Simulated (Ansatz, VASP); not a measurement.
## Mo: VASP beside Ansatz

```
Mo
1.0
    -1.58713    1.58713    1.58713
     1.58713   -1.58713    1.58713
     1.58713    1.58713   -1.58713
Mo
1
Cartesian
  0.0000 0.0000 0.0000
```

Alike in both runs: task relaxation of cell and atoms; functional RPBE; k mesh 16 × 16 × 16; occupations fermi-dirac, width 0.15 eV; no spin polarisation.

|  | VASP | Ansatz |
| --- | --- | --- |
| version | VASP 6.6.1 | Ansatz 0.2.0 |
| potentials or method | VASP PAW PBE potentials, release 64 (Mo_sv) | scalar-relativistic, plane waves, PAW |
| plane-wave cutoff (eV) | 600 | 420 |
| valence electrons in the cell | 14 | 14 |

VASP gave:

```
gap on the k mesh at the Fermi level, each at its own relaxed structure (eV) : none
relaxed volume (Å³/atom)                                                     : 16.03
relaxed cell length with the largest relative difference (Å)                 : 2.751
```

Question: Estimate Ansatz's values.

Answer: gap on the k mesh at the Fermi level, each at its own relaxed structure (eV): none; relaxed volume (Å³/atom): 16.01; relaxed cell length with the largest relative difference (Å): 2.750.

A gap of «none» marks a metal or a gap that the smearing closes.

Caveats: the PAW data sets were made with another functional, which shifts forces and pressure a little (VASP).
